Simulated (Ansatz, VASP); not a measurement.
InP: VASP beside Ansatz

```xyz
2
Lattice="0.0000 2.8358 2.8358 2.8358 0.0000 2.8358 2.8358 2.8358 0.0000" Properties=species:S:1:pos:R:3 pbc="T T T"
In    0.0000    0.0000    0.0000
P     2.8358    2.8358    2.8358
```

Change from the starting cell: volume scaled by 0.98, crystal datasets.

Alike in both runs: task electric field gradients; functional PBEsol; k mesh 11 × 11 × 11; occupations fermi-dirac, width 0.03 eV; no spin polarisation.

```csv
,VASP,Ansatz
version,VASP 6.6.1,Ansatz 0.2.0
potentials or method,"VASP PAW PBE potentials, release 64 (In_d, P), cutoff 520 eV","all-electron PAW with datasets made for the crystal, scalar-relativistic"
```

```csv
,VASP,Ansatz,Ansatz less VASP
pressure (GPa),-7.3,-7.4,-0.01
Vzz of the field gradient on the site that differs most (V/Å²),0.0,0.0,0.00
```

Ansatz ran all-electron here, so the differences hold the error of VASP's frozen core and of both bases. Ansatz warned: «gradients_without_spin_orbit».

Caveats: the PAW data sets were made with another functional, which shifts forces and pressure a little (VASP).
